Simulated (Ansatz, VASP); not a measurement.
**Sb in VASP and in Ansatz**

Contents of POSCAR:

```
Sb
1.0
    3.0810000000      0.0000000000      0.0000000000
    0.0000000000      3.0810000000      0.0000000000
    0.0000000000      0.0000000000      3.1600000000
Sb
1
Direct
    0.0000000000      0.0000000000      0.0000000000
```

The input INCAR.step1:

```
SYSTEM = Sb
PREC = Accurate
ENCUT = 520
ISMEAR = 0
SIGMA = 0.15
LREAL = .False.
LASPH = .True.
NELM = 100
NBANDS = 8
GGA = PE
ALGO = Normal
EDIFF = 1E-4
LWAVE = .True.
LCHARG = .False.
```

Contents of INCAR.step2:

```
SYSTEM = Sb
PREC = Accurate
ENCUT = 520
EDIFF = 1E-7
ISMEAR = 0
SIGMA = 0.15
LREAL = .False.
LASPH = .True.
NELM = 100
ALGO = Normal
ISIF = 2
LWAVE = .False.
LCHARG = .True.
METAGGA = R2SCAN
LMIXTAU = .True.
LELF = .True.
LVHAR = .True.
NBANDS = 8
ISTART = 1
```

File KPOINTS:

```
regular mesh
0
Gamma
  16 16 16
  0 0 0
```

Input for Ansatz:

```yaml
crystal:
  lattice:
    - [3.081, 0.0, 0.0]
    - [0.0, 3.081, 0.0]
    - [0.0, 0.0, 3.16]
  atoms:
    - { symbol: Sb, position: [0.0, 0.0, 0.0] }
basis:
  ecutwfc: 500
kpoints:
  mp_grid: { grid: [16, 16, 16] }
hamiltonian:
  xc: r2scan
scf:
  occupations: { method: gaussian, width: 0.15 }
output:
  forces: true
  stress: true
  eigenvalues: true
```

Change from the starting cell: strain -0.025 along x and y, +0.000 along z, atoms carried along.

Alike in both runs: task single point; functional r2SCAN; k mesh 16 × 16 × 16; occupations gaussian, width 0.15 eV; no spin polarisation.

|  | VASP | Ansatz |
| --- | --- | --- |
| version | VASP 6.6.1 | Ansatz 0.2.0 |
| potentials or method | VASP PAW PBE potentials, release 64 (Sb) | scalar-relativistic, plane waves, PAW |
| plane-wave cutoff (eV) | 520 | 500 |
| valence electrons in the cell | 5 | 15 |

Ansatz gave:

```
gap on the k mesh at the Fermi level (eV)       : none
pressure (GPa)                                  : -1.2
largest component of the traceless stress (GPa) : 2.07
```

Estimate VASP's values.

gap on the k mesh at the Fermi level (eV): none; pressure (GPa): -1.1; largest component of the traceless stress (GPa): 2.08.

A gap of «none» marks a metal or a gap that the smearing closes. The two sets of potentials don't hold the same shells in valence.

Caveats: the PAW data sets were made with another functional, which shifts forces and pressure a little (VASP). Spin-orbit coupling is left out, which matters for the levels of Sb.
